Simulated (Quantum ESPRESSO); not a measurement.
ZrC: relaxation of cell and atoms with PBEsol

ZrC:

```
Zr C
1.0
     0.00000    2.36500    2.36500
     2.36500    0.00000    2.36500
     2.36500    2.36500    0.00000
Zr C
1 1
Direct
  0.50000 0.50000 0.50000
  0.00000 0.00000 0.00000
```

```
Program             : Quantum ESPRESSO 7.5
Task                : relaxation of cell and atoms
Functional          : PBEsol
Potentials or basis : GBRV 1.5 PBEsol
Cutoff              : 707 eV
Density cutoff      : 5633 eV
k mesh              : 10 × 10 × 10
Occupations         : fermi-dirac, width 0.05 eV
Spin                : no spin polarisation
Target pressure     : 30 GPa
Mixing beta         : 0.5
Most SCF iterations : 120
SCF threshold       : 4e-10 Ry
Most ionic steps    : 40
Forc conv thr       : 0.0004 Ry/bohr
Etot conv thr       : 1e-05 Ry
Ion dynamics        : bfgs
Cell dynamics       : bfgs
Press conv thr      : 0.3 kbar
```

The relaxed volume is 11.47 Å³/atom. The relaxed cell is a = 3.189 Å, b = 3.189 Å, c = 3.189 Å, α = 60.00°, β = 60.00°, γ = 60.00°. The space group after relaxing (to 0.05 Å) is Fm-3m (No. 225), the energy change on relaxing (the enthalpy is what falls) is +93.5 meV/atom and the ionic steps are 5. The pressure after relaxing is 30.0 GPa. The band gap on the k mesh is none (metal or under the smearing width).

The path:
```
step  energy change (eV)  largest force (eV/Å)  pressure (GPa)  volume (Å³)
   1              0.0000                0.0000           -8.55        26.46
   2              0.5326                0.0000           53.48        21.59
   3              0.1396                0.0000           25.98        23.20
   4              0.1832                0.0000           29.69        22.95
   5              0.1871                0.0000           30.00        22.93
```

Final structure:
```
Zr C
1.0
     0.00000    2.25498    2.25498
     2.25498    0.00000    2.25498
     2.25498    2.25498    0.00000
Zr C
1 1
Direct
  0.50000 0.50000 0.50000
  0.00000 0.00000 0.00000
```

Levels at points of the mesh, in eV from the Fermi level:
```
             k point  band 4  band 5  band 6  band 7  band 8  band 9  band 10  band 11  band 12  band 13
  (0.00, 0.00, 0.00)  -25.20  -11.72    0.95    0.95    0.95    1.05     1.05     1.05     3.13     3.13
 (0.00, 0.00, -0.50)  -25.31   -7.92   -5.86   -3.42   -3.42    5.15     5.15     6.11     7.00    11.69
(0.00, -0.50, -0.50)  -25.64  -10.68   -2.28   -1.81    0.20    0.20     5.11     6.58     6.58     9.67
```

It took 42 s on 2 MPI ranks on Arm Neoverse V1 (shared host), peak memory 0.22 GiB a rank.
